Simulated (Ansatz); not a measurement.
A trial cell of Ti, before relaxation:

```cif
data_structure
_symmetry_space_group_name_H-M 'Cmme'
_symmetry_Int_Tables_number 67
_cell_length_a 3.2942
_cell_length_b 4.6731
_cell_length_c 4.5925
_cell_angle_alpha 90.000
_cell_angle_beta 90.000
_cell_angle_gamma 90.000
_cell_volume 70.70
loop_
_atom_site_label
_atom_site_type_symbol
_atom_site_symmetry_multiplicity
_atom_site_Wyckoff_symbol
_atom_site_fract_x
_atom_site_fract_y
_atom_site_fract_z
_atom_site_occupancy
Ti1 Ti 4 g 0.50000 0.25000 0.28016 1
```

Computed with DFT PBE, scalar-relativistic, plane waves, PAW in Ansatz 0.2.0. Cutoff 420 eV, Gaussian smearing, Γ-centred meshes. Cell and atoms relax first on a coarse mesh and then on a finer one. In between, the cell is made exact in the group found at 0.06 Å. In metals the finer mesh still leaves noise of several meV/atom or more. The steps can't lower the symmetry of their start. No spin polarisation in the relaxation; trial moments died out in a coarse test.

A guess keeps its type if space group and coordination stay and the shape of the cell changes little (axis ratios within about 15 %, angles within 6°); the volume may change.

Task: Does it keep its structure type, or change into something else?

Result: It doesn't keep its type. The symmetry goes from Cmme (No. 67) to Fm-3m (No. 225), and the primitive cell from 2 to 1 atom. The end has the fcc type. The volume per atom shrinks by 1.7 %, from 17.7 to 17.4 Å³. The shortest distance goes from 2.61 Å (Ti–Ti) to 2.91 Å (Ti–Ti). Counting neighbours within 15 % of an atom's shortest distance, the start has Ti 6 and the end Ti 12. In detail, at the end Ti is surrounded by 12 Ti at 2.91 Å.

```
CELL_PARAMETERS angstrom
0.00000 2.05602 2.05602
2.05602 0.00000 2.05602
2.05602 2.05602 0.00000
ATOMIC_POSITIONS crystal
Ti 0.50000 0.50000 0.50000
```

The last run used a 26×26×26 mesh for its 1-atom cell and Gaussian smearing of 0.10 eV. A later test with randomly moved atoms came back to the same energy, though modes that don't fit the test's cell weren't probed.
